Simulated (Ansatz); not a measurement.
Something may be wrong with this Ansatz 0.2.0 calculation of Rh.

input.yaml

```yaml
crystal:
  lattice:
    - [0.0, 1.328495, 1.328495]
    - [1.328495, 0.0, 1.328495]
    - [1.328495, 1.328495, 0.0]
  atoms:
    - { symbol: Rh, position: [0.0, 0.0, 0.0] }
hamiltonian:
  xc: { exchange: pbe, correlation: none }
  pseudopotentials: { kind: paw_fr }
magnetization:
  noncollinear: true
  spin_orbit: true
kpoints:
  mp_grid: { grid: [12, 12, 12] }
scf:
  occupations: { method: fermi_dirac, width: 0.025 }
  max_iter: 60
output:
  forces: true
  stress: true
  eigenvalues: true
```

Potentials or basis: Ansatz PAW.

The run is started by

```bash
$ ansatz run input.yaml --threads 1 --pin off --max-ram 2560MiB --backend cpu --events-out ev --progress --plain --runs-dir out
```

Output:

```text
Warning: RAYON_NUM_THREADS=1 ignored (pool sized by the plan → 1); use --threads N
Engine: ansatz 0.2.0, aarch64-unknown-linux-gnu
Pseudopotentials: kind: paw_fr
Pseudopotential: Rh, paw_fr, valence charge 17, recommended cutoff 420 eV (normal), Rh.paw.azcp#standard-fr
Functional definition: unnamed
  exchange = pbe_x
  correlation = 0
non-collinear run that drives no moment, with spin-orbit: no starting moment large enough to seed its density (crystal.atoms[].spin), no starting occupations that ask for one, no magnetisation constraint and no magnetic field, so the semilocal B_xc is pinned to zero
Crystal: 1 atoms, lattice volume = 4.689 Å³
Basis set: ecut = 420 eV, 89 PW (Γ), exchange–correlation on 30×30×30 points (8 copies of the dense FFT grid, shifted against one another)
Bands: 26, of which v1, the nominal top of the filled ones, is band 17 counted from 1 (16 counted from 0)
Symmetry: 48 space group operations + 48 with time reversal
Magnetic group: BNS 225.117 (UNI 1619), of the structure as read, at distance tolerance 1.7e-5 Å
k-points: 72 of 1728
Projection manifold: j_resolved (fully-relativistic pseudo-atomic orbitals)
Non-local potential: Rh, projectors of the file, l = 0: 3, l = 1: 4, l = 2: 4, l = 3: 2
PAW form: soft (Blöchl's): semilocal exchange-correlation on the pseudo side does not see the compensation charge
PAW frozen core: Rh, regenerated for the run's functional, and the local potential with it (the file was generated under x = pbe(κ = 0.804, μ = 0.2195149727645171), c = pbe(β = 0.06672455060314922))
[... 18 lines left out ...]
Harris-Foulkes:  -6295.881727 eV  (|F-HF|=1.36e-10)
Internal energy: -6295.880796 eV  (E = F + TS)
E sigma→0 (E₀):  -6295.881262 eV
Entropy (-TS):   -0.000931 eV (-0.931 meV/atom)
Fermi energy:    78.297215 eV
--- Per-component energies (eV) ---
  E_band       = 706.453577
  E_kinetic    = 680.758868
  E_local      = -213.987119  (includes V_loc(G=0)·N_el)
  E_nonlocal   = 412.408964
  E_hartree    = 203.397663
  E_xc         = -220.405988
  E_vxc        = -281.193976  (∫ρ·V_xc dr)
  E_paw        = -3567.628387  (= ΣΔE_a)
  E_vpaw       = -298.328762  (= ΣTr[D̂ρ^β])
  E_aug_tail   = 0.000786  (compensation charges beyond the density's cutoff)
  E_ewald      = -3590.508857
  E_core_change = 0.083274  (= ΣΔE_core)
  E_smearing   = -0.000931  (= −TS)
  E_closure    = -0.000000  (closes the sum)
  Σ components = -6295.881727   (vs F -6295.881727, Δ=0.00e0)
--- Forces (eV/Å), atoms counted from 1 ---
  atom   1  Rh    -0.00000000    -0.00000000     0.00000000
  max |Σ_I F_I| component: 2.71e-31 eV/Å
--- Stress (GPa, compression-positive) ---
     3755.518070       0.000000       0.000000
        0.000000    3755.518070      -0.000000
       -0.000000       0.000000    3755.518070
  P = ⅓ Tr σ = 3755.5181 GPa (37555.181 kbar)
[... 6 lines left out ...]
```

What happened, and what is wrong with the input?

The run converged. The input holds a flaw that was put in on purpose: a lattice far too small (crystal.lattice = [[0.0, 1.328495, 1.328495], [1.328495, 0.0, 1.328495], [1.328495, 1.328495, 0.0]]). The program doesn't stop on it, so the numbers can't be trusted though the run ends normally.
